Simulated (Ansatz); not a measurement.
# TiS2: the cost of one run

Computed with Ansatz 0.2.0 (DFT PBE, scalar-relativistic, plane waves, PAW, unless a step's input says otherwise).

1 further run of the same task is left out (it didn't finish). Runs told in other sessions of the task aren't counted.

### Step 1. The structure to begin with

The structure is trigonal, space group P-3m1 (No. 164). The conventional cell has a = 3.416 Å, b = 3.416 Å, c = 6.574 Å, α = 90.00°, β = 90.00°, γ = 120.00°. Ti (site symmetry -3m) has 6 S at 2.43 Å in its first shell of neighbours. S (site symmetry 3m) has 3 Ti at 2.43 Å in its first shell of neighbours.

Coordinates:

```xyz
3
Lattice="3.4162 0.0000 0.0000 -1.7081 2.9586 0.0000 0.0000 0.0000 6.5738" Properties=species:S:1:pos:R:3 pbc="T T T"
Ti    0.0000    0.0000    0.0000
S     0.0000    1.9724    1.4182
S     1.7081    0.9862    5.1555
```

The cell was relaxed beforehand at this level, from a generated guess; it needn't be the stable form of this composition. At a tolerance of 0.05 Å it has space group P-3m1 (No. 164); it has 22.15 Å³/atom, an uncorrected energy of -1.31 eV/atom over the elements.

### Step 2. Electronic structure at the relaxed geometry

input.yaml reads:

```yaml
crystal:
  lattice:
    - [3.4162435493, 2.9e-09, 0.0]
    - [-1.7081217772, 2.9585536978, 0.0]
    - [0.0, 0.0, 6.5737537445]
  atoms:
    - { symbol: Ti, position: [0.0, 0.0, 0.0] }
    - { symbol: S, position: [0.3333333333, 0.6666666667, 0.2157384022] }
    - { symbol: S, position: [0.6666666667, 0.3333333333, 0.7842615978] }
basis:
  ecutwfc: 420
kpoints:
  mp_grid: { grid: [18, 18, 8] }
  band_path:
    path:
      - [[0.0, 0.0, 0.0], [0.5, 0.0, 0.0], [0.33333333, 0.33333333, 0.0], [0.0, 0.0, 0.0], [0.0, 0.0, 0.5], [0.5, 0.0, 0.5], [0.33333333, 0.33333333, 0.5], [0.0, 0.0, 0.5]]
      - [[0.5, 0.0, 0.5], [0.5, 0.0, 0.0]]
      - [[0.33333333, 0.33333333, 0.5], [0.33333333, 0.33333333, 0.0]]
    npoints: 14
hamiltonian:
  xc: pbe
scf:
  occupations: { method: gaussian, width: 0.1 }
  n_extra_bands: 7
output:
  forces: true
  stress: true
  eigenvalues: true
  populations: true
  dos: { projected: true, de: 0.02, nscf_kmesh: { grid: [22, 22, 10] } }
  bader: true
  write_density: true
  write_potential: true
  elf: true
  volumetric_format: npy
```

Started as:

```console
ansatz run input.yaml --threads 1 --pin off --max-ram 2560MiB --backend cpu --events-out ev --progress --plain --runs-dir out
```

Q: Estimate wall time and peak memory on 1 thread of Intel Xeon 6975P-C (Granite Rapids), shared host.

About 42 s, with a peak of 0.69 GiB.
